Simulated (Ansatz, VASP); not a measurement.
One calculation of Rh, two programs

```xyz
1
Lattice="-1.5093 1.5093 1.5093 1.5093 -1.5093 1.5093 1.5093 1.5093 -1.5093" Properties=species:S:1:pos:R:3 pbc="T T T"
Rh    0.0000    0.0000    0.0000
```

The cell was built by a generator and needn't be a form met in nature.

Alike in both runs: task relaxation of cell and atoms; functional RPBE; k mesh 15 × 15 × 15; occupations fermi-dirac, width 0.1 eV; no spin polarisation.

```csv
,VASP,Ansatz
version,VASP 6.6.1,Ansatz 0.2.0
potentials or method,"VASP PAW PBE potentials, release 64 (Rh_pv)","plane waves (420 eV) with PAW, scalar-relativistic"
plane-wave cutoff (eV),600,420
valence electrons in the cell,15,17
```

```csv
,VASP,Ansatz,Ansatz less VASP
relaxed volume (Å³/atom),14.79,14.79,-0.005
relaxed cell length with the largest relative difference (Å),2.679,2.678,-0.0003
energy change over the relaxation (meV/atom),-56,-56,-0.2
```

The two sets of potentials don't hold the same shells in valence.

Caveats: the PAW data sets were made with another functional, which shifts forces and pressure a little (VASP).
